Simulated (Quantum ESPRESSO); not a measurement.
Runs of Quantum ESPRESSO 7.5 on W2C. The structure is trigonal, space group P-3m1 (No. 164). The conventional cell has a = 3.070 Å, b = 3.070 Å, c = 4.678 Å, α = 90.00°, β = 90.00°, γ = 120.00°. W (site symmetry 3m) is surrounded by 3 C at 2.13 Å. C (site symmetry -3m) has 6 W at 2.13 Å as nearest neighbours. The cell comes from a database or a generator and needn't be the stable form of this composition.

| potentials or basis | spin | cell | k mesh | cutoff (eV) | mixing beta | mesh quality | gap on the mesh (eV) | pressure (GPa) | largest force (eV/Å) |
| --- | --- | --- | --- | --- | --- | --- | --- | --- | --- |
| SSSP 1.3 efficiency PBE | off | atoms moved at random, drawn with an rms of 0.05 Å | 10 × 10 × 6 | 748 | 0.5 | not flagged | none | -0.4 | 0.50 |
| PseudoDojo 0.4.1 SR PBE standard | collinear, random start | as given | 4 × 4 × 2 | 1116 | 0.3 | coarse | none | -1.7 | 0.76 |
| SSSP 1.3 efficiency PBE | off | as given | 10 × 10 × 6 | 748 | 0.5 | not flagged | none | -1.3 | (a) |
| PseudoDojo 0.4.1 SR PBE standard | off | as given | 4 × 4 × 2 | 1116 | 0.5 | coarse | none | -1.7 | 0.76 |

Alike in all rows: task single point; level PBE; smearing fermi-dirac 0.05 eV.

Question: Estimate the missing entries.

Answer: (a) 0.07.

Caveats: some runs use coarse meshes.

A k mesh can miss the band edges, and the runs leave out spin-orbit coupling on W.

A gap of «none» marks a metal or a gap under the smearing width.
